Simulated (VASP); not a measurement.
Wanted: the native input for a VASP 6.6.1 run.

| Quantity | Value |
| --- | --- |
| Task | dielectric tensor |
| Functional | PBEsol |
| Potentials or basis | VASP PAW PBE potentials, release 64 (B, As) |
| Cutoff | 600 eV |
| k mesh | 16 × 16 × 16 |
| Occupations | gaussian, width 0.03 eV |
| Spin | no spin polarisation |
| Monkhorst-Pack mesh | yes |
| Further INCAR settings | ALGO = Normal; EDIFF = 1e-08 |

The structure of BAs lies in POSCAR:

```
BAs                                     
1.0
    0.0000000000      2.3027147961      2.3027147961
    2.3027147961      0.0000000000      2.3027147961
    2.3027147961      2.3027147961      0.0000000000
  B               As            
     1     1
Direct
     0.0000000000000000    0.0000000000000000    0.0000000000000000
     0.2500000000000000    0.2500000000000000    0.2500000000000000
```

One way to write it, as run:

INCAR

```
  PREC = Accurate
  ENCUT = 600
  EDIFF = 1E-8
  ISMEAR = 0
  SIGMA = 0.03
  LREAL = F
  LASPH = T
  NELM = 80
  ALGO = Normal
  ISIF = 2
  LWAVE = F
  LCHARG = F
  GGA = PS
  LEPSILON = T
```

KPOINTS

```
Automatic mesh
0
Monkhorst-Pack
  16 16 16
```

Potentials or basis: VASP PAW PBE potentials, release 64 (B, As).

Command:

```bash
$ cat potpaw_PBE.64/B/POTCAR potpaw_PBE.64/As/POTCAR > POTCAR
$ mpirun -np 1 vasp_std > vasp.out
```

Results of the run:

```json
{"Electronic dielectric tensor (diagonal)": "9.51", "Born charges (mean of the diagonal)": "B -0.83; As +0.83 e"}
```

Wall time 35 min on 1 thread of Intel(R) Xeon(R) Platinum 8259CL CPU @ 2.50GHz (Skylake/Cascade Lake) (shared host), peak memory 1.4 GiB.
